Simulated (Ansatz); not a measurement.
## A hole started on a pair of O atoms pulled together in SnO2 (P4_2/mnm)

Aim: find out whether an added hole stays on a pair of O atoms pulled together in SnO2 (P4_2/mnm) by distorting the lattice there, how its energy compares with the band edge, and how the answer depends on the level of theory. The model is a cell of 96 host atoms.

Main program and level: Ansatz 0.2.0; plane-wave PAW DFT, PBE0 form with 0.213 exact exchange; relaxation of all atoms of a supercell at fixed charge in a uniform background; PAW set soft_1.

## 1. The starting structure

The cell holds 96 atoms: 32 Sn and 64 O. Its edges and angles: a = 11.498 Å, b = 11.498 Å, c = 13.485 Å, α = 54.1°, β = 54.1°, γ = 71.8°. It derives from SnO2 (space group P4_2/mnm). Nearest the centre at fractional (0.500, 0.500, 0.250): O81 at 1.07 Å, O83 at 1.07 Å, Sn2 at 1.61 Å, Sn73 at 1.61 Å, O53 at 2.62 Å, O31 at 2.62 Å, O54 at 2.62 Å, O32 at 2.62 Å. The cell carries charge +1.

Screening for the image-charge correction: ε∞ = (4.60, 4.60, 4.91), ε0 = (13.48, 13.48, 10.42), computed on the host (DFPT, PBEsol).

The cell's shortest repeat is 11.5 Å.

The centre named in tables marks the trial (a pair of O atoms pulled together), and distances without another origin count from it. The distances above are those of the displaced start.

## 2. Relaxation with the hole, PBE0 (α = 0.213)

A share of exact exchange removes much of the self-interaction that would spread the carrier over the cell. Its share α is set to 1/ε∞ of the host. A carrier doesn't trap itself from the perfect lattice, where equivalent sites compete, so the atoms around the trial site start displaced and the spin starts there. The total moment is locked to that of one carrier.

qp1_M1_trap.hrelax/input.yaml

```yaml
crystal:
  lattice:
    - [0.0, 9.53562364, 6.42380531]
    - [9.53562364, 0.0, 6.42380531]
    - [9.53562364, 9.53562364, 0.0]
  atoms:
    - { symbol: Sn, position: [0.125, 0.125, 0.125] }
    - { symbol: Sn, position: [0.375, 0.375, 0.375] }
[... 1 atom line left out ...]
    - { symbol: Sn, position: [0.25, 0.25, 0.25] }
[... 1 atom line left out ...]
    - { symbol: O, position: [0.278136, 0.471864, 0.125] }
[... 1 atom line left out ...]
    - { symbol: O, position: [0.471864, 0.278136, 0.125] }
[... 1 atom line left out ...]
    - { symbol: O, position: [0.25, 0.25, 0.403136] }
[... 2 atom lines left out ...]
    - { symbol: Sn, position: [0.125, 0.125, 0.625] }
[... 2 atom lines left out ...]
    - { symbol: Sn, position: [0.25, 0.25, 0.75] }
[... 1 atom line left out ...]
    - { symbol: O, position: [0.278136, 0.471864, 0.625] }
[... 1 atom line left out ...]
    - { symbol: O, position: [0.471864, 0.278136, 0.625] }
[... 3 atom lines left out ...]
    - { symbol: O, position: [0.25, 0.25, 0.596864] }
[... 1 atom line left out ...]
    - { symbol: Sn, position: [0.375, 0.875, 0.375] }
    - { symbol: Sn, position: [0.0, 0.5, 0.0] }
    - { symbol: Sn, position: [0.25, 0.75, 0.25] }
    - { symbol: O, position: [0.028136, 0.721864, 0.375] }
    - { symbol: O, position: [0.278136, 0.971864, 0.125] }
    - { symbol: O, position: [0.221864, 0.528136, 0.375] }
    - { symbol: O, position: [0.471864, 0.778136, 0.125] }
[... 1 atom line left out ...]
    - { symbol: O, position: [0.25, 0.75, 0.403136] }
[... 1 atom line left out ...]
    - { symbol: O, position: [0.25, 0.75, 0.096864] }
    - { symbol: Sn, position: [0.125, 0.625, 0.625] }
[... 1 atom line left out ...]
    - { symbol: Sn, position: [0.0, 0.5, 0.5] }
[... 11 atom lines left out ...]
    - { symbol: Sn, position: [0.5, 0.0, 0.0] }
    - { symbol: Sn, position: [0.75, 0.25, 0.25] }
    - { symbol: O, position: [0.528136, 0.221864, 0.375] }
    - { symbol: O, position: [0.778136, 0.471864, 0.125] }
    - { symbol: O, position: [0.721864, 0.028136, 0.375] }
    - { symbol: O, position: [0.971864, 0.278136, 0.125] }
[... 1 atom line left out ...]
    - { symbol: O, position: [0.75, 0.25, 0.403136] }
[... 1 atom line left out ...]
    - { symbol: O, position: [0.75, 0.25, 0.096864] }
    - { symbol: Sn, position: [0.625, 0.125, 0.625] }
[... 1 atom line left out ...]
    - { symbol: Sn, position: [0.5, 0.0, 0.5] }
[... 9 atom lines left out ...]
    - { symbol: Sn, position: [0.625, 0.625, 0.125] }
[... 1 atom line left out ...]
    - { symbol: Sn, position: [0.5, 0.5, 0.0] }
    - { symbol: Sn, position: [0.75, 0.75, 0.25] }
    - { symbol: O, position: [0.528136, 0.721864, 0.375] }
[... 1 atom line left out ...]
    - { symbol: O, position: [0.721864, 0.528136, 0.375] }
[... 1 atom line left out ...]
    - { symbol: O, position: [0.5, 0.5, 0.170335], spin: 0.5 }
[... 1 atom line left out ...]
    - { symbol: O, position: [0.5, 0.5, 0.329665], spin: 0.5 }
    - { symbol: O, position: [0.75, 0.75, 0.096864] }
[... 1 atom line left out ...]
    - { symbol: Sn, position: [0.875, 0.875, 0.875] }
    - { symbol: Sn, position: [0.5, 0.5, 0.5] }
    - { symbol: Sn, position: [0.75, 0.75, 0.75] }
    - { symbol: O, position: [0.528136, 0.721864, 0.875] }
[... 1 atom line left out ...]
    - { symbol: O, position: [0.721864, 0.528136, 0.875] }
[... 2 atom lines left out ...]
    - { symbol: O, position: [0.75, 0.75, 0.903136] }
[... 1 atom line left out ...]
    - { symbol: O, position: [0.75, 0.75, 0.596864] }
  host:
    repeats: [2, 2, 2]
    atoms:
      - { symbol: Sn, position: [0.25, 0.25, 0.25] }
      - { symbol: Sn, position: [0.75, 0.75, 0.75] }
      # ... 10 more atoms of the perfect host
total_charge: 1
basis:
  ecutwfc: 420
  xc_grid: 2
hamiltonian:
  xc: { preset: pbe0, exx: 0.213 }
  pseudopotentials: { kind: paw, azcp: { folder: soft_1 } }
kpoints:
  mp_grid: { grid: [1, 1, 1] }
magnetization:
  spin_polarized: true
  initial_magnetization: 1
  spin_locking: { lock_magnetization: hard }
scf:
  occupations: { method: fixed }
  max_iter: 80
output:
  forces: true
  charged_corrections:
    epsilon: [4.6, 4.6, 4.91]
    static_epsilon: [13.48, 13.48, 10.42]
    defect_position: [0.5, 0.5, 0.25]
relax:
  f_tol: 0.03
  max_steps: 45
  random_displacement: { amplitude: 0.02, seed: 2492 }
checkpoint:
  write: "../qp1_M1_trap.hrelax.run"
  compress: false
  write_wavefunctions: true
  write_every: 100000
```

The run is started by

```console
$ ansatz run input.yaml --threads 32 --pin off --max-ram 131891MiB --backend cuda --events-out ev --progress --plain --runs-dir out
```

Numbers of over 12 decimals in the logs are rounded to 6 here.

The program printed:

```text
[... repeated set-up lines and file paths are left out, and long positions are rounded to six places ...]
Engine: ansatz 0.2.0, aarch64-unknown-linux-gnu
Pseudopotentials: kind: paw
Pseudopotential: Sn, paw, valence charge 14, recommended cutoff 420 eV (normal), soft_1/Sn.paw.azcp
Pseudopotential: O, paw, valence charge 6, recommended cutoff 420 eV (normal), soft_1/O.paw.azcp
Functional definition: unnamed
  parameter a_1 = 0.213
  exchange = (1 - a_1)*pbe_x + a_1*exact_x
  correlation = pbe_c
davidson cushion auto → on  (no smearing: the cushion is to keep the highest requested band from converging to the state above it; pin scf.eigensolver.cushion to override)
[...]
Crystal: 96 atoms, lattice volume = 1168.209 Å³
Basis set: ecut = 420 eV, 22821 PW (Γ), exchange–correlation on 160×160×192 points (8 copies of the dense FFT grid, shifted against one another)
Bands: 512, of which v1, the nominal top of the filled ones, is band 416 counted from 1 (415 counted from 0)
Symmetry: 1 space group operations
k-points: 1
Non-local potential: Sn, projectors of the file, l = 0: 2, l = 1: 2, l = 2: 2, l = 3: 1
Non-local potential: O, projectors of the file, l = 0: 2, l = 1: 2, l = 2: 1
PAW form: soft (Blöchl's): semilocal exchange-correlation on the pseudo side does not see the compensation charge
PAW frozen core: Sn, regenerated for the run's functional, and the local potential with it (the file was generated under x = pbe(κ = 0.804, μ = 0.219515), c = pbe(β = 0.066725))
PAW frozen core: O, regenerated for the run's functional, and the local potential with it (the file was generated under x = pbe(κ = 0.804, μ = 0.219515), c = pbe(β = 0.066725))
PAW one-centre angular grid: Sn, 590 points (default); XC on 64 Gauss nodes
PAW one-centre angular grid: O, 110 points (default); XC on 64 Gauss nodes
Initial density: superposition of atomic densities (chi_scale 0.1, normalization cell, long waves kept (reshape's long-wave potential 0.04 eV rms))
Starting moments: Σ|m| = 1 μB on 2 of 96 sites
Initial wavefunctions: pseudopotential atomic-orbital guess
[...]
Functional: x = pbe(κ = 0.804, μ = 0.219515), c = pbe(β = 0.066725), warm-up for x = 0.787 pbe(κ = 0.804, μ = 0.219515) + 0.213 exact, c = pbe(β = 0.066725)
iter 1 solved again at ethr=7.27e-3 eV; its pass at ethr=1.00e-1 eV (dr2=6.04e1 eV) is discarded
SCF iter   1: F=—  HF=-229109.877407 eV  |Δ(HF+E_count)|=         —  Δρ=4.05e-2 (↑4.05e-2 ↓4.01e-2)  dr2=5.96e1  dr2_m=2.99e-1  M=1.000 μB ∫|m|=1.161 μB  Hψ=5451
preconditioner: auto → none  [insulator: Δε(μ)=0.330 eV  Ē_g=19.974 eV  n_scr=352 (ndim 8)  ℏωp=31.3 eV  f_vac=0.000]
SCF iter   2: F=—  HF=-229097.046717 eV  |Δ(HF+E_count)|=    1.28e1  Δρ=2.22e-2 (↑2.22e-2 ↓2.15e-2)  dr2=1.23e1  dr2_m=1.23e-1  M=1.000 μB ∫|m|=1.143 μB  Hψ=2283
[...]
SCF iter  16: F=-229096.269912 eV  HF=-229096.269912 eV  |Δ(HF+E_count)|=   1.98e-8  Δρ=1.77e-6 (↑1.62e-6 ↓1.77e-6)  dr2=8.54e-8  dr2_m=1.42e-8  M=1.000 μB ∫|m|=1.155 μB  Hψ=2471
SCF 1 converged in 16 iterations: F = -229096.269912 eV  dr2 = 8.54e-8
  greatest PAW one-centre occupation: 0.996 electrons in one spin orbital (limit 2), on the Sn atom at site 1 (counted from 0), in its partial waves of l = 2
[...]
Starting moments: Σ|m| = 1 μB on 2 of 96 sites; this step starts from the density that it was given
[...]
Exchange kernel: α = 0.2130, full range, Wigner–Seitz truncation, v(0) = 3845.8640 eV·Å³, q-mesh 1×1×1, nearest image of the exchange supercell L = 11.50 Å, pair-density grid 45×45×48, without the augmentation charges, whose exchange is taken in its separable [...]
Frozen-core exchange: fock
[...]
SCF 2 stopped early in 7 iterations: F = -229183.047698 eV  dr2 = 3.39e-5
  Residual-converged pass: ⟨swp⟩=4.0  Hψ=3082  notcnv=0  max |occ|·‖R‖ = 5.7e-6 eV (tolerance 6.7e-6 eV)  dr2=3.42e-5  dr2_m=5.11e-6  dr2_onsite=2.80e-6  max |Δocc| = 0.0e0
[...]
hybrid outer 1: dexx = +3.376e-1 eV, tail = 7.39e-4 eV
[...]
hybrid outer 2: dexx = +2.776e-5 eV, tail = 4.23e-7 eV, Δε = 3.76e-3 eV (about 1.08e-4 eV left of the loop's levels), ΔF = 7.10e-3 eV/Å (tail 7.84e-4)
[...]
hybrid outer 1: dexx = +6.741e0 eV, tail = 2.11e-2 eV
[...]
hybrid outer 2: dexx = +6.208e-4 eV, tail = 2.14e-5 eV, Δε = 1.26e-2 eV (about 5.42e-4 eV left of the loop's levels), ΔF = 3.53e-1 eV/Å (tail 5.51e-2)
[...]
SCF 6 converged in 6 iterations: F = -229184.786098 eV  dr2 = 8.37e-5
[...]
SCF 7 converged in 5 iterations: F = -229184.832649 eV  dr2 = 2.55e-6
[...]
SCF 8 converged in 2 iterations: F = -229184.832652 eV  dr2 = 2.26e-7
[...]
relax step   3: F+E_penalty+E_count = -229184.83265222 eV  Δ(F+E_penalty+E_count) = -1.169e-1 eV  max|allowed force component| = 1.453e-2 eV/Å  Δτ_max = 0.0375 Å  (13 SCF iters, dr2 threshold 8.75e-5 eV, accepted)
[...]
hybrid outer 1: dexx = +4.561e-8 eV, tail = 1.18e-7 eV
[...]
SCF iter   3: F=-229184.832652 eV  HF=-229184.832652 eV  |Δ(HF+E_count)|=   1.12e-8  Δρ=6.81e-7 (↑4.85e-7 ↓6.81e-7)  dr2=5.58e-9  dr2_m=2.42e-9  M=1.000 μB ∫|m|=1.274 μB sched 1.00e-12)  Hψ=3740  reapply=2
SCF 10 converged in 3 iterations: F = -229184.832652 eV  dr2 = 5.58e-9
[...]
hybrid outer 2: dexx = +2.496e-9 eV, tail = 1.76e-8 eV, Δε = 3.35e-6 eV (about 6.71e-6 eV left of the loop's levels), ΔF = 8.01e-5 eV/Å (tail 3.06e-3)
the filled states extend beyond the cell (their overlap across the Brillouin zone is 0.000, against 0 in a metal and nearly 1 for localised states). With one k-point a hybrid's gap, moments and forces can then be wrong. [...]
[...]
relax step   4: F+E_penalty+E_count = -229184.83265234 eV  Δ(F+E_penalty+E_count) = -1.228e-7 eV  max|allowed force component| = 1.438e-2 eV/Å  Δτ_max = 0.0000 Å  (6 SCF iters, accepted)
hybrid SCF converged: 2 outer / 6 inner (+0 warm-up), last move |dexx| = 2.50e-9 eV, tail = 1.76e-8 eV
Magnetization: 1.0000 μB (416.0000 up, 415.0000 down)
Absolute magnetization: 1.2729 μB (∫|ρ↑−ρ↓|, with the PAW one-centre terms)
Spin contamination: 0.0008 ħ² per cell (⟨S²⟩ above its minimum at these occupations)
Per-site moments (μB) at R_I (Å): [(-0.00057854, 0.852838), (-0.000582069, 0.852804), (-0.000579273, 0.852881), [... 6 left out ...]
Free energy (F): -229184.832652 eV
Harris-Foulkes:  -229184.832652 eV  (|F-HF|=3.90e-9)
Internal energy: -229184.832652 eV  (E = F + TS)
E sigma→0 (E₀):  -229184.832652 eV
Fermi energy:    7.715689 (↑ 7.715689, ↓ 7.371823) eV
--- Per-component energies (eV) ---
  E_band       = -3775.128933
  E_kinetic    = 16304.804298
  E_local      = -51142.106409  (includes V_loc(G=0)·N_el)
  E_nonlocal   = 7888.388027
  E_hartree    = 23324.402394
  E_xc         = -6890.204441
  E_vxc        = -6744.265629  (∫ρ·V_xc dr)
  E_exx        = -2363.008769  (= α·E_x^exact, valence–valence)
  E_paw        = -149820.395551  (= ΣΔE_a)
  E_vpaw       = -12004.798867  (= ΣTr[D̂ρ^β])
  E_aug_tail   = 0.062469  (compensation charges beyond the density's cutoff)
  E_ewald      = -66492.839306
  E_core_change = 6.064637  (= ΣΔE_core)
  E_smearing   = -0.000000  (= −TS)
  E_closure    = -0.000000  (closes the sum)
  E_deformation_potential = 17.522472  (in the stress; not in F)
  Σ components = -229184.832652   (vs F -229184.832652, Δ=0.00e0)
--- Forces (eV/Å), atoms counted from 1 ---
  atom   1  Sn     0.00285591     0.00704185    -0.00104906
  atom   2  Sn    -0.00179748     0.00083889     0.01348449
  [... 4 atoms left out ...]
  [... 90 more lines of this table ...]
  max |Σ_I F_I| component: 1.77e-5 eV/Å
--- Charged-cell corrections in eV (Makov–Payne, q = +1.000 e, ε = [13.480, 13.480, 10.420]) ---
  F (periodic)     = -229184.832652  (uncorrected; the corrections below are reported, never added to it)
  E_corr1          = +0.159600  (monopole, q²α_M/2ε̄L, of the cell on which ε is isotropic)
  F Makov-Payne    = -229184.673052  (F + E_corr1; no measured alignment; for a localised charge, not one spread in a band: unchecked)
  no potential alignment in this run, which stands beside a crystal: run the host's input off ansatz write-host-input, and read the two finished runs by ansatz place-levels (neither reads a slab, a wire or a sheet, whose cell leaves a vacuum)
--- Band table (eV) ---
  k-point 0 ↑: bands = ["-14.5015", "-14.4286", "-14.4286", "-14.4286", "-14.4285", "-14.2456", "-14.2456", "-14.2314", "-14.2314", [... rest cut ...]
  k-point 0 ↓: bands = ["-14.4942", "-14.4216", "-14.4216", "-14.4215", "-14.4215", "-14.2395", "-14.2395", "-14.2256", "-14.2256", [... rest cut ...]
  guard bands above this table: 47 of the run's 512 bands. The solve was not asked for them (output.publish_guard_bands: true or output.eigenvalues: true publishes all)
--- Relaxed structure (4 steps of the walk, 4 accepted, 0 SCFs on fresh bases) ---
  F+E_penalty+E_count = -229184.83265234 eV   max|allowed force component| = 1.438e-2 eV/Å
  atoms:
    - { symbol: Sn, position: [0.124939, 0.124855, 0.124965] }
    - { symbol: Sn, position: [0.374893, 0.374867, 0.375069] }
    [... 4 atoms left out ...]
  [... 90 more lines of this table ...]
```

Wall time 27 s (1 × NVIDIA GB200 with 32 threads of Arm Neoverse V2, shared host); peak memory 2.5 GiB.

Step by step:

```
step  energy less that of the first step (eV)  largest force component (eV/Å)
   1                                   0.0000                          4.9042
   2                                  -1.6768                          1.1831
   3                                  -1.7937                          0.0145
   4                                  -1.7937                          0.0144
```

The atoms that moved most (Å, from the sites as typed, ahead of the random displacement):

```
atom      dx      dy     dz  length
 O83   0.162   0.163  0.000   0.230
 O81  -0.162  -0.162  0.000   0.229
```

The moves above count from the input, in which the atoms at the trial site were already displaced.

Neighbours of the ideal centre at the end:

```
atom  distance (Å)
 O83         1.303
 O81         1.305
Sn73         1.605
 Sn2         1.607
 O32         2.617
 O54         2.618
 O31         2.618
 O53         2.619
```

The sizes of the moments in the atoms' spheres add to about 1.1 μB, shared by more than 30 atoms in effect: the carrier has spread out.

## 3. The states that it is compared with

Its energy has a meaning only beside the cell without the carrier and the carrier left in the undistorted cell, under the same functional.

Times on 1 × NVIDIA GB200 with 32 threads of Arm Neoverse V2, shared host:

```
charge                     start          kind  largest moment on one atom (μB)  time
     0               ideal sites    relaxation                                -  10 s
    +1  the relaxed neutral cell  single point                             0.02  12 s
```

[end of part 1 of 2]

[Logs are printed without paths, hosts, clocks, repeated set-up lines and the standing remarks that a program may print on its own settings, such as how far it seeks lower states.]

[Hosts, paths, dates, database ids (printed as entryN), source tags and the programs' standing remarks are cut or masked in the printed files.]

[For some hosts the program warned that the k-mesh of the response run may be too coarse for force constants and the static dielectric constant; such warnings are not shown here.]
